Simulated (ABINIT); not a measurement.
Input of an ABINIT 10.8.3 (patched build) run:

Contents of run.abi:

```
# Pseudopotentials
pp_dirpath "./"
pseudos "Mo.upf, S.upf"

# Structure
acell 3*1.0 Angstrom
rprim
     3.2274645616     0.0000000000     0.0000000000
    -1.6137322808     2.7950663001     0.0000000000
     0.0000000000     0.0000000000     6.3124734200
ntypat 2
znucl 42 16
natom 3
typat 1 2 2
chkprim 0
chksymtnons 0
tolsym 1.0e-6
xred
            0.0            0.0            1/2
            2/3            1/3   0.7446806800
            1/3            2/3   0.2553193200

# Plane-wave basis
ecut 40.0
ecutsm 0.5

# k points
kptopt 1
ngkpt 7 7 3
nshiftk 1
shiftk 0.0 0.0 0.0

# Exchange and correlation
ixc -116133

# Bands and occupations
nband 17
occopt 3
tsmear 0.05 eV

# SCF cycle
nstep 80
tolvrs 1.0e-12

# Output
iomode 3
prteig 0
prtebands 0
prtwf 0
prtden 0

# Relaxation
ionmov 2
optcell 2
ntime 50
tolmxf 2.0e-5
dilatmx 1.08
```

Potentials or basis: PseudoDojo NC SR PBEsol v0.4 stringent.

Command:

```bash
$ abinit run.abi > log 2>&1
```

Question: Estimate the band gap on the k mesh.

Answer: None (metal or under the smearing width).

Question: What does it give for the space group after relaxing (to 0.05 Å)?

Answer: P-3m1 (No. 164).

Step by step:
```csv
step,energy change (eV),largest force (eV/Å),pressure (GPa),volume (Å³)
1,0.0000,0.0067,-3.15,56.94
2,-0.0114,0.1323,-1.93,56.40
3,-0.0262,0.3423,0.68,55.14
4,-0.0307,0.3019,0.90,54.85
5,-0.0363,0.0943,0.33,54.54
6,-0.0366,0.0436,-0.01,54.59
7,-0.0367,0.0254,-0.16,54.62
8,-0.0369,0.0008,-0.39,54.62
9,-0.0375,0.0381,-0.71,54.52
10,-0.0390,0.0868,-1.10,54.10
11,-0.0410,0.1118,-1.17,53.18
12,-0.0422,0.0769,-0.69,52.57
13,-0.0427,0.0191,-0.14,52.42
14,-0.0428,0.0007,-0.01,52.43
15,-0.0428,0.0001,0.00,52.43
```

Caveat: this functional lacks dispersion, which binds the layers, so the pressure and a relaxed spacing across them are unreliable.
